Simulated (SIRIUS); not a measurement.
**MnO2 in SIRIUS: the effect of Hubbard term**

The system is MnO2.

```xyz
3
Lattice="2.7514 0.0000 0.0000 -1.3757 2.3828 0.0000 0.0000 0.0000 4.4385" Properties=species:S:1:pos:R:3 pbc="T T T"
Mn    0.0000    0.0000    0.0000
O     0.0000    1.5885    1.1185
O     1.3757    0.7943    3.3200
```

Measurements of this composition are mostly on another form, of space group No. 136.

Alike in all runs:

- Program: SIRIUS 7.10.0
- Task: single point
- Functional: PBE
- Potentials or basis: PseudoDojo 0.4.1 PBE standard (scalar relativistic)
- Cutoff: 1307 eV
- Density cutoff: 5227 eV
- k mesh: 6 × 6 × 3
- Occupations: fermi-dirac, width 0.05 eV
- Spin: collinear spin, ferromagnetic start
- Starting moments: [4.0, 0.0, 0.0] μB
- Libxc names: ["XC_GGA_X_PBE", "XC_GGA_C_PBE"]
- Energy tol: 1e-08 Ha
- Density tol: 1e-06
- Mixer: anderson
- Mixing beta: 0.5
- Max scf: 100

| Hubbard term | pressure (GPa) | largest force (eV/Å) |
| --- | --- | --- |
| none | -12.5 | 1.97 |
| Mn d U = 2 eV | 3.3 | 2.32 |
| Mn d U = 4 eV | ? | ? |
| Mn d U = 6 eV | 14.1 | 1.72 |
| Mn d U = 8 eV | 22.3 | 1.15 |

Q: What does the run with Hubbard term Mn d U = 4 eV give?

A: Pressure 7.8 GPa; largest force 2.11 eV/Å.

Worked out: A parabola through the other rows of the pressure, of slope 4.02 GPa per eV there, gives 10.0 GPa, against the run's 7.8. A parabola through the other rows of the largest force, of slope -0.112 eV/Å per eV there, gives 2.17 eV/Å, against the run's 2.11.

Caveats: all runs use coarse meshes; forces of over 1 eV/Å show positions far from the minimum, so gaps and moduli don't describe the material at rest; a cell with one magnetic atom can't hold antiferromagnetic order, which such compounds often take (some runs); the moment fell far below its start of 4 μB, so a state of higher moment may lie lower in energy (some runs).
